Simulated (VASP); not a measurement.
**Bi: single point with LDA**

The system is Bi.

```xyz
1
Lattice="-1.9412 1.9412 1.9412 1.9412 -1.9412 1.9412 1.9412 1.9412 -1.9412" Properties=species:S:1:pos:R:3 pbc="T T T"
Bi    0.0000    0.0000    0.0000
```

This isn't the form of Bi at room conditions, which is rhombohedral.

The cell isn't the ideal one: relaxed again under DFT LDA, scalar-relativistic, plane waves, PAW.

* Program: VASP 6.6.1
* Task: single point
* Functional: LDA
* Potentials or basis: VASP PAW LDA potentials, release 64 (Bi_d)
* Cutoff: 520 eV
* k mesh: 16 × 16 × 16
* Occupations: gaussian, width 0.1 eV
* Spin: no spin polarisation
* Dipole correction: no
* Further INCAR settings: ALGO = Normal; EDIFF = 1e-06; NBANDS = 14

```
Pressure               : 0.1 GPa
Band gap on the k mesh : none (metal or under the smearing width)
```

Levels at points of the mesh, in eV from the Fermi level:
```
           k point  band 3  band 4  band 5  band 6  band 7  band 8  band 9  band 10  band 11  band 12
(0.00, 0.00, 0.00)  -23.01  -22.85  -22.85  -13.96    5.52    5.52    5.52    10.08    10.55    10.55
(0.50, 0.00, 0.00)  -22.86  -22.86  -22.75  -10.56   -5.41    1.67    3.61     6.29     7.82    12.78
(0.50, 0.50, 0.50)  -22.77  -22.77  -22.77   -8.17   -1.94   -1.94   -1.94     3.57     3.57    15.52
```

Run time: 19 s on 1 thread of Intel(R) Xeon(R) 6975P-C (Granite Rapids), on a shared host, peak memory 0.17 GiB.

Caveat: spin-orbit coupling is left out, which moves the levels of the heavy elements.
